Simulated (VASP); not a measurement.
# Al (Fm-3m) in VASP: further runs

One crystal, Al, is run at these levels: LDA; tasks: single point.

Program: VASP 6.6.1. These are calculated values, not measurements. Logs are shortened: lines on timing, memory, paths and dates and some standing lists are left out, and cuts for length are marked.

### Step 1. The undisturbed crystal

The structure is cubic, space group Fm-3m (No. 225). The conventional cell has a = 4.050 Å, b = 4.050 Å, c = 4.050 Å, α = 90.00°, β = 90.00°, γ = 90.00°. Al (site symmetry m-3m) has 12 Al at 2.86 Å as nearest neighbours.

### Step 2. Single point, LDA (a relaxed cell with its volume scaled by 0.97)

INCAR

```
SYSTEM = Al
  ALGO = Normal
  EDIFF = 1E-7
  ENCUT = 520
  GGA = CA
  ISIF = 2
  ISMEAR = 0
  LASPH = .TRUE.
  LCHARG = .FALSE.
  LREAL = .FALSE.
  LWAVE = .FALSE.
  NELM = 100
  PREC = Accurate
  SIGMA = 0.1
```

KPOINTS

```
k-points
0
G
  18 18 18
  0 0 0
```

POSCAR

```
Al                                      
1.0
    0.0000000000      1.9722206177      1.9722206177
    1.9722206177      0.0000000000      1.9722206177
    1.9722206177      1.9722206177      0.0000000000
  Al            
     1
Direct
     0.0000000000000000    0.0000000000000000    0.0000000000000000
```

Potentials or basis: VASP PAW LDA potentials, release 64 (Al).

Command:

```sh
$ cat potpaw_LDA.64/Al/POTCAR > POTCAR
$ mpirun -np 1 vasp_std > vasp.out
```

OUTCAR:

```text
SYSTEM = Al
   EDIFF = 1E-7
   ENCUT = 520
   GGA = CA
   ISIF = 2
   ISMEAR = 0
   LASPH = .TRUE.
   LREAL = .FALSE.
   NELM = 100
   PREC = Accurate

 ion  position               nearest neighbor table
   1  0.000  0.000  0.000-

  LATTYP: Found a face centered cubic cell.
 ALAT       =     3.9444412354

  Lattice vectors:

 A1 = (   0.0000000000,   1.9722206177,   1.9722206177)
 A2 = (   1.9722206177,   0.0000000000,   1.9722206177)
 A3 = (   1.9722206177,   1.9722206177,   0.0000000000)

Analysis of symmetry for initial positions (statically):
=====================================================================
 Subroutine PRICEL returns:
 Original cell was already a primitive cell.

 Routine SETGRP: Setting up the symmetry group for a
 face centered cubic supercell.

 Subroutine GETGRP returns: Found 48 space group operations
 (whereof 48 operations were pure point group operations)
 out of a pool of 48 trial point group operations.

The static configuration has the point symmetry O_h .

Analysis of symmetry for dynamics (positions and initial velocities):
=====================================================================
 Subroutine PRICEL returns:
 Original cell was already a primitive cell.

 Routine SETGRP: Setting up the symmetry group for a
 face centered cubic supercell.

 Subroutine GETGRP returns: Found 48 space group operations
 (whereof 48 operations were pure point group operations)
 out of a pool of 48 trial point group operations.

The dynamic configuration has the point symmetry O_h .

 Subroutine INISYM returns: Found 48 space group operations
 (whereof 48 operations are pure point group operations),
 and found     1 'primitive' translations

----------------------------------------------------------------------------------------

                                     Primitive cell

  volume of cell :      15.3425

  direct lattice vectors                    reciprocal lattice vectors
     0.000000000  1.972220618  1.972220618    -0.253521333  0.253521333  0.253521333
     1.972220618  0.000000000  1.972220618     0.253521333 -0.253521333  0.253521333
     1.972220618  1.972220618  0.000000000     0.253521333  0.253521333 -0.253521333

  length of vectors
     2.789141146  2.789141146  2.789141146     0.439111830  0.439111830  0.439111830

  position of ions in fractional coordinates (direct lattice)
[... 70 lines left out ...]
   ICHARG =      2    charge: 1-file 2-atom 10-const
   ISPIN  =      1    spin polarized calculation?
   LNONCOLLINEAR =      F non collinear calculations
   LSORBIT =      F    spin-orbit coupling
   LASPH  =      T    aspherical Exc in radial PAW
   ENCUT  =  520.0 eV  38.22 Ry    6.18 a.u.   5.19  5.19  5.19*2*pi/ulx,y,z
   NELM   =    100;   NELMIN=  2; NELMDL= -5     # of ELM steps
   EDIFF  = 0.1E-06   stopping-criterion for ELM
   LREAL  =      F    real-space projection
   EDIFFG = 0.1E-05   stopping-criterion for IOM
   NSW    =      0    number of steps for IOM
   IBRION =     -1    ionic relax: 0-MD 1-quasi-New 2-CG
   NFREE  =      0    steps in history (QN), initial steepest desc. (CG)
   ISIF   =      2    stress and relaxation
   ISYM   =      2    0-nonsym 1-usesym 2-fastsym
   POTIM  = 0.5000    time-step for ionic-motion
   TEBEG  =    0.0;   TEEND  =   0.0 temperature during run
   PSTRESS=    0.0 pullay stress
   NELECT =       3.0000    total number of electrons
   NUPDOWN=      -1.0000    fix difference up-down
   EMIN   =  10.00;   EMAX   =-10.00  energy-range for DOS
   EFERMI =   0.00;   METHOD = LEGACY
   ISMEAR =     0;   SIGMA  =   0.10  broadening in eV -4-tet -1-fermi 0-gaus
   EFERMI_NEDOS =   21; number of points for ismear=-14 and -15
   IALGO  =     38    algorithm
   IMIX   =      4    mixing-type and parameters
     AMIX     =   0.40;   BMIX     =  1.00
     AMIX_MAG =   1.60;   BMIX_MAG =  1.00
  volume/ion in A,a.u.               =      15.34       103.54
  Fermi-wavevector in a.u.,A,eV,Ry     =   0.950203  1.795623 12.284508  0.902886
  Thomas-Fermi vector in A             =   2.078558
   LORBIT       =      0    0 simple, 1 ext, 2 COOP (PROOUT), +10 PAW based schemes
   GGA     = CA    functional components
   LHFCALC =     F    Hartree Fock is set to
   AEXX    =    0.0000 exact exchange contribution
   IVDW    =     0    specifies the selected vdW correction
   LEPSILON=     F    determine dielectric tensor
   LRPA    =     F    only Hartree local field effects (RPA)
 non-spin polarized calculation
 Gauss-broadening in eV      SIGMA  =   0.10
  energy-cutoff  :      520.00
  volume of cell :       15.34
 maximum number of plane-waves:       432
 NGX is ok and might be reduce to    24
   NGX = 11   NGY = 11   NGZ = 11

 number of electron       3.0000000 magnetization

 Free energy of the ion-electron system (eV)
  ---------------------------------------------------
  ext. energy  EPLUGINS =         0.00000000
  ---------------------------------------------------
  free energy    TOTEN  =        -4.18624256 eV

  energy without entropy =       -4.18336041  energy(sigma->0) =       -4.18480149

 E-fermi :   8.5608     XC(G=0): -10.6154

 val. band max:        8.5572188472   @ k =  -0.4444   0.3333   0.1111
 cond. band min:       8.5787417661   @ k =  -0.2222   0.3889   0.1667
 fundamental gap:      0.0215229189
 Fermi energy:         8.5607871213

 k-point     1 :       0.0000    0.0000    0.0000
  band No.  band energies     occupation
      1      -3.0432      2.00000
      2      21.5387      0.00000
      3      21.5387      0.00000
      4      21.5387      0.00000
      5      23.4328      0.00000
[... 177 lines left out ...]
 k-point    24 :      -0.2222    0.0556    0.0000
  band No.  band energies     occupation
      1      -1.3267      2.00000
      2      12.5525      0.00000
      3      18.2375      0.00000
      4      21.1780      0.00000
      5      22.9870      0.00000

 [... further k-points ...]
[... 5 lines left out ...]
  --------------------------------------------------------------------------------------
  -------------------------------------------------------------------------------------
  Total        0.2586822      0.2586822      0.2586822     -0.0000000     -0.0000000      0.0000000
  in kB       27.0134848     27.0134848     27.0134848     -0.0000000     -0.0000000      0.0000000
  external PRESSURE =      27.0134848 kB  Pullay stress =       0.0000000 kB

 VOLUME and BASIS-vectors are now :
 -----------------------------------------------------------------------------
  energy-cutoff  :      520.00
  volume of cell :       15.34
      direct lattice vectors                 reciprocal lattice vectors
     0.000000000  1.972220618  1.972220618    -0.253521333  0.253521333  0.253521333
     1.972220618  0.000000000  1.972220618     0.253521333 -0.253521333  0.253521333
     1.972220618  1.972220618  0.000000000     0.253521333  0.253521333 -0.253521333

 POSITION                                       TOTAL-FORCE (eV/Angst)
 -----------------------------------------------------------------------------------
      0.00000      0.00000      0.00000        -0.000000     -0.000000     -0.000000
 -----------------------------------------------------------------------------------
    total drift:                               -0.000000      0.000000     -0.000000

  FREE ENERGIE OF THE ION-ELECTRON SYSTEM (eV)
  ---------------------------------------------------
  free  energy   TOTEN  =        -4.1862425631 eV

  energy  without entropy=       -4.1833604131  energy(sigma->0) =       -4.18480149
```

It took 3.7 s on 1 thread of Intel Xeon 6975P-C (Granite Rapids), shared host; peak memory 0.13 GiB.

Results:

```yaml
Free_energy: -4.1862 eV
Pressure: 2.7 GPa
Band_gap_on_the_k_mesh: none (metal or under the smearing width)
```

### Step 3. Single point, LDA (a relaxed cell with its volume scaled by 1.03)

INCAR is that of step 2.

KPOINTS is that of step 2.

POSCAR

```
Al                                      
1.0
    0.0000000000      2.0120741959      2.0120741959
    2.0120741959      0.0000000000      2.0120741959
    2.0120741959      2.0120741959      0.0000000000
  Al            
     1
Direct
     0.0000000000000000    0.0000000000000000    0.0000000000000000
```

Potentials or basis: VASP PAW LDA potentials, release 64 (Al).

Command:

```sh
$ cat potpaw_LDA.64/Al/POTCAR > POTCAR
$ mpirun -np 1 vasp_std > vasp.out
```

It took 3.9 s on 1 thread of Intel Xeon 6975P-C (Granite Rapids), shared host; peak memory 0.13 GiB.

The run converged. Its results:

```
Free energy            : -4.1867 eV
Pressure               : -2.3 GPa
Band gap on the k mesh : none (metal or under the smearing width)
```

Levels at points of the mesh, in eV from the Fermi level:
| k point | band 1 | band 2 | band 3 | band 4 | band 5 |
| --- | --- | --- | --- | --- | --- |
| (0.00, 0.00, 0.00) | -11.18 | 12.65 | 12.65 | 12.65 | 14.07 |
| (0.50, 0.00, 0.00) | -4.59 | -4.40 | 11.38 | 11.38 | 11.51 |
| (0.50, 0.50, 0.00) | -2.92 | -1.61 | 5.31 | 5.60 | 5.60 |

### Step 4. Single point, LDA (a relaxed cell with its volume scaled by 0.94)

INCAR is that of step 3.

KPOINTS is that of step 3.

POSCAR

```
Al                                      
1.0
    0.0000000000      1.9516751588      1.9516751588
    1.9516751588      0.0000000000      1.9516751588
    1.9516751588      1.9516751588      0.0000000000
  Al            
     1
Direct
     0.0000000000000000    0.0000000000000000    0.0000000000000000
```

Command:

```sh
$ cat potpaw_LDA.64/Al/POTCAR > POTCAR
$ mpirun -np 1 vasp_std > vasp.out
```

It took 4.2 s on 1 thread of Intel Xeon 6975P-C (Granite Rapids), shared host; peak memory 0.13 GiB.

It converged, with:

| Item | Value |
| --- | --- |
| Free energy | -4.1736 eV |
| Pressure | 5.9 GPa |
| Band gap on the k mesh | none (metal or under the smearing width) |

Levels at points of the mesh, in eV from the Fermi level:
| k point | band 1 | band 2 | band 3 | band 4 | band 5 |
| --- | --- | --- | --- | --- | --- |
| (0.00, 0.00, 0.00) | -11.83 | 13.15 | 13.15 | 13.15 | 15.31 |
| (0.50, 0.00, 0.00) | -4.97 | -4.53 | 11.92 | 11.92 | 12.39 |
| (0.50, 0.50, 0.00) | -3.15 | -1.64 | 5.32 | 6.05 | 6.05 |

### Step 5. The runs side by side

| cell | gap on the mesh (eV) | pressure (GPa) |
| --- | --- | --- |
| a relaxed cell with its volume scaled by 0.97 | none | 2.7 |
| a relaxed cell with its volume scaled by 1.03 | none | -2.3 |
| a relaxed cell with its volume scaled by 0.94 | none | 5.9 |

Alike in all rows: task single point; level LDA; potentials or basis VASP PAW LDA potentials, release 64 (Al); no spin polarisation; k mesh 18 × 18 × 18; cutoff (eV) 520; smearing gaussian 0.1 eV.

Total energies depend on the potentials used, so only differences within one code and one set of settings carry meaning.
